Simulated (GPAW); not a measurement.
Runs of GPAW 26.7.0 on InSe. It takes space group P-6m2 (No. 187, hexagonal). The conventional cell has a = 4.047 Å, b = 4.047 Å, c = 18.052 Å, α = 90.00°, β = 90.00°, γ = 120.00°. In (site symmetry 3m) is surrounded by 3 Se at 2.65 Å and 1 In at 2.79 Å. In (site symmetry 3m) has 3 Se at 2.65 Å and 1 In at 2.79 Å as nearest neighbours. Se (site symmetry 3m) has 3 In at 2.65 Å as nearest neighbours. Se (site symmetry 3m) is surrounded by 3 In at 2.65 Å. Measurements of this composition are mostly on another form, of space group No. 160.

| task | level | potentials or basis | band path | band points | gap on the mesh (eV) | pressure (GPa) | V0 of scaled cells (Å³/atom) | B0 (GPa) | largest force (eV/Å) |
| --- | --- | --- | --- | --- | --- | --- | --- | --- | --- |
| band structure | PBEsol | PAW data sets generated in the run's folder for this functional, pw | GMKGALHA,LM,KH | 60 | 0.63 | -0.9 | - | - | (a) |
| equation of state | PBEsol | PAW data sets generated in the run's folder for this functional, pw | - | - | - | - | (c) | 47 | - |
| equation of state | LDA | the program's PAW data sets (release 1.2.1) made for this functional, pw | - | - | - | - | (b) | 51 | - |
| band structure | PBE | GPAW PAW data sets (gpaw-data 1.2.1), pw | GMKGALHA,LM,KH | 60 | 0.72 | 1.2 | - | - | 0.21 |

Alike in all rows: no spin polarisation; cell as given; k mesh 5 × 5 × 1; cutoff (eV) 600; smearing fermi-dirac 0.05 eV.

**Question.** Estimate the missing entries.

**Answer.** (a) 0.08; (b) 30.34; (c) 31.36.

Caveats: this functional lacks dispersion, which binds the layers, so the pressure and a relaxed spacing across them are unreliable (some runs); spin-orbit coupling is left out, which moves the levels of the heavy elements (some runs); the cell was scaled at fixed shape and fractional positions, which overstates the stiffness of a crystal with free parameters, most of all of layers and chains (some runs).

A k mesh can miss the band edges, and the runs leave out spin-orbit coupling on In, Se.
